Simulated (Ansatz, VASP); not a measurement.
# Two plane-wave programs on SiC

```
Si C
1.0
     3.07351    0.00000    0.00000
    -1.53676    2.66174    0.00000
     0.00000    0.00000    5.04525
Si C
2 2
Direct
  0.33333 0.66667 0.49960
  0.66667 0.33333 0.99960
  0.33333 0.66667 0.87540
  0.66667 0.33333 0.37540
```

The cell is a database's computed one.

Alike in both runs: task electric field gradients; functional PBE; dispersion D4; k mesh 10 × 10 × 6; occupations fermi-dirac, width 0.02 eV; no spin polarisation.

```csv
,VASP,Ansatz
version,VASP 6.6.1,Ansatz 0.2.0
potentials or method,"VASP PAW PBE potentials, release 64 (Si, C)","plane-wave PAW, scalar-relativistic"
plane-wave cutoff (eV),520,420
valence electrons in the cell,16,16
```

|  | VASP | Ansatz | Ansatz less VASP |
| --- | --- | --- | --- |
| gap on the k mesh at the Fermi level (eV) | 2.43 | 2.43 | +0.003 |
| pressure (GPa) | -0.4 | -0.3 | +0.05 |
| largest component of the traceless stress (GPa) | 0.08 | 0.09 | +0.008 |
| dispersion energy (meV/atom) | -329.5 | -329.5 | -0.09 |
| Vzz of the field gradient on the site that differs most (V/Å²) | 3.4 | 3.2 | -0.20 |

A k mesh can miss the band edges. As with any semilocal functional, this PBE gap is likely too small.
